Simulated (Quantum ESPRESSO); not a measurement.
The system is MgO.

```
Mg O
1.0
     0.00000    2.09700    2.09700
     2.09700    0.00000    2.09700
     2.09700    2.09700    0.00000
Mg O
1 1
Direct
  0.00000 0.00000 0.00000
  0.50000 0.50000 0.50000
```

The cell is a database's computed one.

| Property | Result |
| --- | --- |
| Program | Quantum ESPRESSO 7.5 |
| Task | phonons |
| Functional | PBE |
| Potentials or basis | PseudoDojo 0.4.1 SR PBE standard |
| Cutoff | 1143 eV |
| Density cutoff | 4572 eV |
| k mesh | 6 × 6 × 6, shifted |
| Occupations | fermi-dirac, width 0.05 eV |
| Spin | no spin polarisation |
| Mixing beta | 0.5 |
| Most SCF iterations | 120 |
| SCF threshold | 4e-10 Ry |

The cell and the atoms were relaxed first, to 9.61 Å³/atom (a = 3.006 Å, b = 3.006 Å, c = 3.006 Å, α = 60.00°, β = 60.00°, γ = 60.00°), and the response was taken there.

The first run showed a gap, so the response started from a second, tighter run with fixed occupations.

**Question.** Where do the zone-centre optical modes lie?

**Answer.** T1u at 372 cm⁻¹ (IR). Polar modes are given without the macroscopic field (transverse values).

Optical modes at Γ, degenerate ones joined, polar ones without the macroscopic field:
| cm⁻¹ | components | symmetry | active in | IR intensity, summed ((D/Å)²/amu) |
| --- | --- | --- | --- | --- |
| 372 | 3 | T1u | IR | 28.72 |

Zone-centre frequencies without and with the macroscopic field along z (cm⁻¹):
```
                optical modes in rising order
       without                    372 372 372
with the field                    372 372 684
```

Born effective charge tensors (e):
atom 1, Mg
```
2.00 0.00 0.00
0.00 2.00 0.00
0.00 0.00 2.00
```
atom 2, O
```
-2.00  0.00  0.00
 0.00 -2.00  0.00
 0.00  0.00 -2.00
```

Electronic dielectric tensor:
```
3.23 0.00 0.00
0.00 3.23 0.00
0.00 0.00 3.23
```

Static dielectric tensor, electrons and zone-centre modes:
```
10.90  0.00  0.00
 0.00 10.90  0.00
 0.00  0.00 10.90
```

Caveat: before the sum rule the acoustic modes lie tens of cm⁻¹ from zero, a sign that the density grid also shifts the optical modes.
